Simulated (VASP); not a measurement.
Set up this calculation in VASP 6.6.1, as the native input.

```
Task                   : relaxation of the atoms
Functional             : PBE
Potentials or basis    : VASP PAW PBE potentials, release 64 (Rb_sv, Cl)
Cutoff                 : 600 eV
k mesh                 : 8 × 8 × 8
Occupations            : gaussian, width 0.03 eV
Spin                   : no spin polarisation
Further INCAR settings : ALGO = Normal; EDIFF = 1e-07; IBRION = 2; EDIFFG = -0.01; NSW = 40
```

The structure of RbCl lies in POSCAR:

```
RbCl                                    
1.0
    0.0000000000      3.3943143568      3.3943143568
    3.3943143568      0.0000000000      3.3943143568
    3.3943143568      3.3943143568      0.0000000000
  Rb              Cl            
     1     1
Direct
     0.0000000000000000    0.0000000000000000    0.0000000000000000
     0.5000000000000000    0.5000000000000000    0.5000000000000000
```

The cell isn't the ideal one: a relaxed cell with its volume scaled by 1.04.

The input as run:

INCAR

```
SYSTEM = RbCl
  PREC = Accurate
  ENCUT = 600
  EDIFF = 1E-7
  ISMEAR = 0
  SIGMA = 0.03
  LREAL = .FALSE.
  LASPH = .TRUE.
  NELM = 80
  ALGO = Normal
  ISIF = 2
  LWAVE = .FALSE.
  LCHARG = .FALSE.
  GGA = PE
  IBRION = 2
  NSW = 40
  EDIFFG = -0.01
```

KPOINTS

```
regular mesh
0
G
  8 8 8
  0 0 0
```

Potentials or basis: VASP PAW PBE potentials, release 64 (Rb_sv, Cl).

The run is started by

```console
$ cat potpaw_PBE.64/Rb_sv/POTCAR potpaw_PBE.64/Cl/POTCAR > POTCAR
$ mpirun -np 1 vasp_std > vasp.out
```

It gave:

```
Pressure after relaxing : -0.5 GPa
Band gap on the k mesh  : 4.71 eV, direct
```

Caveat: the relaxation stopped at its first step, so nothing moved.

Run time: 16 s on 1 thread of Intel(R) Xeon(R) 6975P-C (Granite Rapids), with other jobs on the host, peak memory 0.25 GiB.
